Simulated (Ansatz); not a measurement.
# Ge: element swaps in one structure

The task here is to estimate one member of a computed series from the others.

Program: Ansatz 0.2.0. Level of theory: DFT r2SCAN, scalar-relativistic, plane waves, PAW. These are calculated values, not measurements.

1 further run of the same task is left out (set aside as unsound or not needed).

## The structure to begin with

It takes space group P6_3/mmc (No. 194, hexagonal). The conventional cell has a = 3.996 Å, b = 3.996 Å, c = 6.603 Å, α = 90.00°, β = 90.00°, γ = 120.00°. Ge (site symmetry 3m) is surrounded by 4 Ge at 2.45 to 2.47 Å.

Coordinates:

```
Ge
1.0
     3.99565    0.00000    0.00000
    -1.99782    3.46033    0.00000
     0.00000    0.00000    6.60271
Ge
4
Direct
  0.66667 0.33333 0.06298
  0.33333 0.66667 0.56298
  0.66667 0.33333 0.43702
  0.33333 0.66667 0.93702
```

It goes back to an entry of the Materials Project, which need not be the stable form.

It is the result of an earlier relaxation at this level (volume 22.82 Å³/atom; gap on the mesh: 0.10 eV).

Set-up of the first run:

input.yaml

```yaml
crystal:
  lattice:
    - [4.5592119744, 0.0, 0.0]
    - [-2.2796059872, 3.9483933911, 0.0]
    - [0.0, 0.0, 7.5339853934]
  atoms:
    - { symbol: Pb, position: [0.6666666667, 0.3333333333, 0.0629814342] }
    - { symbol: Pb, position: [0.3333333333, 0.6666666667, 0.5629814342] }
    - { symbol: Pb, position: [0.6666666667, 0.3333333333, 0.4370185658] }
    - { symbol: Pb, position: [0.3333333333, 0.6666666667, 0.9370185658] }
basis:
  ecutwfc: 500
kpoints:
  mp_grid: { grid: [6, 6, 4] }
hamiltonian:
  xc: r2scan
scf:
  occupations: { method: gaussian, width: 0.1 }
output:
  forces: true
  stress: true
  eigenvalues: true
```

Command:

```
> ansatz run input.yaml --threads 1 --pin off --max-ram 2560MiB --backend cpu --events-out ev --progress --plain --runs-dir out
```

Steps of the session up to this table: Probe: one point at the start (Pb); Rough relaxation on the coarse mesh (Pb); Relaxing cell and atoms (Pb); A first look at the start (Si); Full relaxation (Si); The gap over the whole zone (Si).

One table of the session follows, with a row left open; its other results are not shown here.

Lengths are those of the vectors of the cell that was run:

```
   swap  volume (Å³/atom)  a (Å)  b (Å)  c (Å)
   none             22.82  3.996  3.996  6.603
Ge → Ga             22.36  4.346  4.346  5.468
Ge → Sn             35.36  4.628  4.628  7.625
Ge → Pb             41.95  4.906  4.906  8.051
Ge → Si                 ?      ?      ?      ?
```

Estimate the missing values for Ge → Si.

**Answer.** volume (Å³/atom): 20.16; a (Å): 3.832; b (Å): 3.832; c (Å): 6.343. In the column «volume (Å³/atom)» it is the lowest.

Lengths are those of the computed cell. Rows of earlier swaps come from the sessions before.
